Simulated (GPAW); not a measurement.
# In in GPAW: reference runs

Aim: a first look at In with PBE, on the cell as given.

Everything below comes from runs of GPAW 26.7.0. Logs are shortened: lines on timing, memory, paths and dates and some standing lists are left out, and cuts for length are marked. The log counts tension as positive stress, the text compression.

## Step 1: The cell of the first run

The cell holds a slab with vacuum, 3 atoms: a = 3.335 Å, b = 3.335 Å, c = 20.509 Å, α = 90.00°, β = 90.00°, γ = 120.00°.

## Step 2: Single point, PBE (the (0 0 1) slab of In, cut from the database cell, not relaxed)

Input file run.py:

```python
import numpy as np
from ase import Atoms
from ase.dft.bandgap import bandgap
from ase.io import write
from ase.units import Bohr
from gpaw import GPAW, PW
from gpaw.elf import elf_from_dft_calculation

atoms = Atoms(['In', 'In', 'In'],
              cell=[[3.335484782, 0, 0.0],
                    [-1.667742391, 2.8886145552, 0.0],
                    [0.0, 0.0, 20.50914292]],
              scaled_positions=[[0.33333333, 0.66666666, 0.365690562],
                                [0.66666667, 0.33333334, 0.5],
                                [0.33333333, 0.66666666, 0.634309438]],
              pbc=True)
atoms.pbc = (True, True, False)

calc = GPAW(mode=PW(450),
            xc='PBE',
            kpts={'size': (9, 9, 1), 'gamma': True},
            occupations={'name': 'fermi-dirac', 'width': 0.05},
            nbands=32,
            convergence={'density': 1e-05, 'energy': 1e-05},
            maxiter=150,
            poissonsolver={'dipolelayer': 'xy'},
            txt='gpaw.txt')
atoms.calc = calc
energy = atoms.get_potential_energy()
forces = atoms.get_forces()
calc.write('gs.gpw')
write('result.traj', atoms)
print(f'Energy: {energy:.6f} eV')
print('Forces (eV/A):')
print(forces.round(4))
print('Fermi level:', round(calc.get_fermi_level(), 4), 'eV')
print(f'Gap: {bandgap(calc)[0]:.4f} eV, direct: {bandgap(calc, direct=True)[0]:.4f} eV')

v = calc.get_electrostatic_potential().mean(axis=(0, 1))
z = np.arange(len(v)) * atoms.cell[2, 2] / len(v)
ef = calc.get_fermi_level()
np.savetxt('planar.dat', np.c_[z, v], fmt='%.4f')
below, above = np.interp([1.5, atoms.cell[2, 2] - 1.5], z, v) - ef
print(f'Work functions: bottom {below:.4f} eV, top {above:.4f} eV')
print('Dipole moment:', *calc.get_dipole_moment().round(5), 'e A')

# fields on the real-space grid
write('density.cube', atoms, data=calc.get_pseudo_density() * Bohr**3)
write('potential.cube', atoms, data=calc.get_electrostatic_potential())
write('elf.cube', atoms, data=elf_from_dft_calculation(calc).data)
```

Potentials or basis: GPAW PAW data sets (gpaw-data 1.2.1), pw.

Command:

```console
> OMP_NUM_THREADS=1 python run.py
```

gpaw.txt:

```text
__  _  _
 | _ |_)|_||  |
 |__||  | ||/\| - 26.7.0

Input parameters:
  mode=PW(ecut=450.00000000000006),
  convergence={'density': 1e-05, 'energy': 1e-05},
  kpts=MonkhorstPack(size=(9, 9, 1), gamma=True),
  maxiter=150,
  nbands=32,
  occupations=Occupations(name='fermi-dirac', width=0.05),
  poissonsolver=PoissonSolver(dipolelayer='xy'),
  xc=XC(name='PBE')

Diagonalizing LCAO Hamiltonian
Converting LCAO to pw mode

        In

           In

        In

Atoms  # Å, Bohr magnetons
|   | symbol |         x |        y |         z |    initial magnetic moments |
|---|--------|-----------|----------|-----------|-----------------------------|
| 0 |     In | -0.000000 | 1.925743 |  7.500000 | ( 0.0000,  0.0000,  0.0000) |
| 1 |     In |  1.667742 | 0.962872 | 10.254571 | ( 0.0000,  0.0000,  0.0000) |
| 2 |     In | -0.000000 | 1.925743 | 13.009143 | ( 0.0000,  0.0000,  0.0000) |

Unit cell  # Å
| periodic |         x |        y |         z |   lengths |     angles |
|----------|-----------|----------|-----------|-----------|------------|
|      yes |  3.335485 | 0.000000 |  0.000000 |  3.335485 |  90.000000 |
|      yes | -1.667742 | 2.888615 |  0.000000 |  3.335485 |  90.000000 |
|       no |  0.000000 | 0.000000 | 20.509143 | 20.509143 | 120.000000 |

Number of symmetries: 12
Symmetry operations  # r_c * U_cc + t_c -> r_c
|    | kind |            matrix            |
|----|------|------------------------------|
|  0 |  σ   |  1, 1, 0,  0,-1, 0,  0, 0, 1 |
|  1 |  C2  |  1, 1, 0,  0,-1, 0,  0, 0,-1 |
|  2 |  E   |  1, 0, 0,  0, 1, 0,  0, 0, 1 |
|  3 |  σ   |  1, 0, 0,  0, 1, 0,  0, 0,-1 |
|  4 |  C3  |  0, 1, 0, -1,-1, 0,  0, 0, 1 |
|  5 |  S3  |  0, 1, 0, -1,-1, 0,  0, 0,-1 |
|  6 |  σ   |  0,-1, 0, -1, 0, 0,  0, 0, 1 |
|  7 |  C2  |  0,-1, 0, -1, 0, 0,  0, 0,-1 |
|  8 |  σ   | -1, 0, 0,  1, 1, 0,  0, 0, 1 |
|  9 |  C2  | -1, 0, 0,  1, 1, 0,  0, 0,-1 |
| 10 |  C3  | -1,-1, 0,  1, 0, 0,  0, 0, 1 |
| 11 |  S3  | -1,-1, 0,  1, 0, 0,  0, 0,-1 |

BZ-sampling:
  Number of BZ points: 81
  Number of IBZ points: 12

  Monkhorst-Pack size: [9, 9, 1]
  Monkhorst-Pack shift: [0, 0, 0]

K-points  # in reciprocal-cell coordinates
|     |                                coordinates |     weight |
|-----|--------------------------------------------|------------|
|   0 | (  0.00000000,   0.00000000,   0.00000000) | 0.01234568 |
|   1 | (  0.11111111,   0.00000000,   0.00000000) | 0.07407407 |
|   2 | (  0.22222222,  -0.11111111,   0.00000000) | 0.07407407 |
|   3 | (  0.22222222,   0.00000000,   0.00000000) | 0.07407407 |
|   4 | (  0.33333333,  -0.11111111,   0.00000000) | 0.14814815 |
|   5 | (  0.33333333,   0.00000000,   0.00000000) | 0.07407407 |
|   6 | (  0.33333333,   0.33333333,   0.00000000) | 0.02469136 |
|   7 | (  0.44444444,  -0.22222222,   0.00000000) | 0.07407407 |
|   8 | (  0.44444444,  -0.11111111,   0.00000000) | 0.14814815 |
|   9 | (  0.44444444,   0.00000000,   0.00000000) | 0.07407407 |
| ... |                                            |            |
|  11 | (  0.44444444,   0.44444444,   0.00000000) | 0.07407407 |

Plane wave coefficients: 4306
Cutoff: 450.00000000000006 eV

Spin-components: 1 (collinear spins)
Bands:           32
Projectors:      18
Spin-degeneracy: 2
Datatype:        complex128

Density:
  Valence electrons: 39.0
  Components: 1
  Grid points: [ 18  18 105]
  Charge: 0.0  # |e|

Potential:
  Grid points: [ 18  18 105]

species:
  In:
    name:    Indium
    Z:       49.0
    valence: 13
    core:    36
    charge:  0.0  # [|e|]
    compensation charges:
      type: gauss
      rc: 0.36  # [Å]
      lmax: 2
    cutoffs:
      filter: 2.09  # [Å]
      core: 2.48  # [Å]
    projectors
    | kind |    occ | energy [eV] | rcut [Å] |
    |------|--------|-------------|----------|
    |   5s |  2.000 |      -8.203 |    1.185 |
    |   5p |  1.000 |      -2.521 |    1.244 |
    |   4d | 10.000 |     -18.629 |    1.148 |
    |    s |        |      19.008 |    1.185 |
    |    p |        |      24.691 |    1.244 |
    |    d |        |       8.583 |    1.148 |

    Using partial waves for In as LCAO basis

Reference energy: -479926.258980  # eV

eigensolver:
  PPCG
  Converge bands: occupied
  niter=2

density mixing:
  MSR1-Mixer
  Pratt-step length: 0.05
  Maximum mixing coefficient: 0.75
  Old densities: 10
  SVD Regularization: 0.005
  Good broyden scale: 1.0
  Trust region scale: 1.0
  Backstep threshold: 4.0
  History deletion threshold: 6.0
  Fourier metric: weight=20.0, sigma=0.015

occupation numbers:
  Fermi-Dirac:
    width: 0.0500  # eV

<gpaw.new.pw.poisson.DipoleLayerPWPoissonSolver object>
xc functional:
  name: PBE with 2 nearest neighbor stencil
[... 8 lines left out ...]
|iter     | |      energy | eigst |  dens |
|---------|-|-------------|-------|-------|
|iter:   1| |   -7.912117 | -0.55 |       |
|iter:   2| |   -7.907212 | -2.22 | -1.56 |
|iter:   3| |   -7.858342 | -2.42 | -1.59 |
|iter:   4| |   -7.983551 | -2.41 | -1.94 |
|iter:   5| |   -7.829747 | -2.83 | -1.73 |
|iter:   6| |   -7.829868 | -4.03 | -2.61 |
|iter:   7| |   -7.829999c| -4.93 | -3.14 |
|iter:   8| |   -7.830030c| -5.83 | -3.66 |
|iter:   9| |   -7.830033c| -6.70 | -4.20 |
|iter:  10| |   -7.830032c| -7.61c| -4.85 |
|iter:  11| |   -7.830032c| -7.93c| -5.43c|

Converged in 11 steps
Energy contributions relative to reference atoms: (reference = -479926.258980)

Energy contributions:
  Kinetic:          32.198251
  Coulomb:         -30.491531
  Zero:              0.713494
  External:          0.000000
  Xc:              -10.241600
  Entropy:          -0.017294
  Spinorbit:         0.000000
  ----------------------------
  Free energy:      -7.838679
  Extrapolated:     -7.830032

dipole moment: (-2.715167, 1.567602, -0.000005)  # |e|*Ang

Fermi level: 0.441
Eigenvalues  # (at kpt = [0.000, 0.000, 0.000])
| band index |      eig [eV] | occ [0-2] |
|------------|---------------|-----------|
|          0 |       -14.164 |     2.000 |
|        ... |               |           |
|         11 |       -13.776 |     2.000 |
|         12 |       -13.776 |     2.000 |
|         13 |       -13.757 |     2.000 |
|         14 |       -13.757 |     2.000 |
|         15 |        -8.570 |     2.000 |
|         16 |        -7.210 |     2.000 |
[... 8 lines left out ...]
|         25 |         8.704 |     0.000 |
|         26 |         9.180 |     0.000 |
|        ... |               |           |
|         31 |        10.655 |     0.000 |

No gap
No difference between direct/indirect transitions
vacuum-level: 4.325  # V
Workfunctions: 3.884, 3.884 eV (top, bottom)

Forces  # eV/Ang
|        x |        y |        z |
|----------|----------|----------|
| -0.00000 | -0.00000 | -0.04461 |  # In   0
|  0.00000 |  0.00000 |  0.00000 |  # In   1
| -0.00000 | -0.00000 |  0.04461 |  # In   2

# Writing to gs.gpw (mode='')
```

Wall time 20 s (1 thread of Intel Xeon 6975P-C (Granite Rapids), shared host); peak memory 0.21 GiB.

Results:

- Free energy: -7.8387 eV
- Largest force: 0.045 eV/Å
- Band gap on the k mesh: none (metal or under the smearing width)
- Dipole across the slab: 0.00 e·Å
- Work function of the upper face: 3.88 eV
- Work function of the lower face: 3.88 eV

Forces in eV/Å, atoms in the order of the input:
```
In   0.000  0.000 -0.045
In   0.000  0.000  0.000
In   0.000  0.000  0.045
```

Levels at points of the mesh, in eV from the Fermi level:
```csv
k point,band 17,band 18,band 19,band 20,band 21,band 22
"(0.00, 0.00, 0.00)",-7.65,-5.69,-2.17,0.76,3.15,3.64
```
